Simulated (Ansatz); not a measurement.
# Kick test of a cell of CaO

It was reached by relaxing an invented guess, and it needn't be the stable form of this composition.

These are results of Ansatz 0.2.0, DFT PBE, scalar-relativistic, plane waves, PAW, not measurements. Plane waves to 420 eV, a k mesh through Γ of 8×8×8 on the computed 8-atom cell and Gaussian smearing (0.02 eV); no spin polarisation.

The cell below (8 atoms, space group I4/mcm (No. 140)) is relaxed within its symmetry.

```yaml
crystal:
  lattice:
    - [-3.96917, 3.96917, 2.38537]
    - [3.96917, -3.96917, 2.38537]
    - [3.96917, 3.96917, -2.38537]
  atoms:
    - { symbol: Ca, position: [0.85227, 0.35227, 0.20454] }
    - { symbol: Ca, position: [0.14773, 0.64773, 0.79546] }
    - { symbol: Ca, position: [0.35227, 0.14773, 0.50000] }
    - { symbol: Ca, position: [0.64773, 0.85227, 0.50000] }
    - { symbol: O, position: [0.85338, 0.64662, 0.50000] }
    - { symbol: O, position: [0.14662, 0.35338, 0.50000] }
    - { symbol: O, position: [0.35338, 0.85338, 0.20675] }
    - { symbol: O, position: [0.64662, 0.14662, 0.79325] }
```

For the test it was strained at random (σ = 1.5 % a component), the atoms were moved at random (σ = 0.15 Å), and all was relaxed again on a coarse 4×4×4 mesh (in the run’s order of axes) with 0.10 eV smearing, with no symmetry imposed.

Question: Does it come back?

Answer: It returns, within 1 meV/atom of the unmoved cell on that mesh and with the same symmetry when read at 0.1 Å (Ibam at 0.01 Å, so small strains and shifts remain). No instability shows in this cell; modes of other wave vectors, which need another repeat, aren't tested.
